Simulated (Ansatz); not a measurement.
In under changes of volume

One of the cells (26.686 Å³/atom); the others are scaled copies at fixed shape and fractional positions:

```
In
1.0
    -1.88253    1.88253    1.88253
     1.88253   -1.88253    1.88253
     1.88253    1.88253   -1.88253
In
1
Direct
  0.00000 0.00000 0.00000
```

This isn't the form of In at room conditions, which is tetragonal.

```yaml
Program: Ansatz 0.2.0
Functional: PBEsol
Potentials_or_basis: all-electron LAPW, scalar-relativistic
Cutoff: 178 eV (chosen from the basis error)
Basis_error_allowed: 0.001 eV/atom
k_mesh: 10 × 10 × 10
Occupations: fermi-dirac, width 0.05 eV
Spin: no spin polarisation
```

```tsv
volume (Å³/atom)	energy over the lowest point (meV/atom)	pressure (GPa)
25.085	2.21	1.2
25.618	0.00	0.3
26.152	0.71	-0.6
26.686	3.95	-1.3
27.220	9.44	-2.0
27.753	16.97	-2.6
28.287	?	?
```

What does the run at 28.287 Å³/atom give?

Energy over the lowest point 26.34 meV/atom; pressure -3.1 GPa.

Worked out: A Birch-Murnaghan fit of order 3 (a polynomial in V^(-2/3)) to the other rows has its minimum at 25.75 Å³/atom with B0 = V·E''(V) = 40 GPa and B' = 4.8. It gives 26.27 meV/atom at 28.287 Å³/atom, against the run's 26.34, and -dE/dV = -3.0 GPa, against -3.1.

Energies are extrapolated to zero smearing.
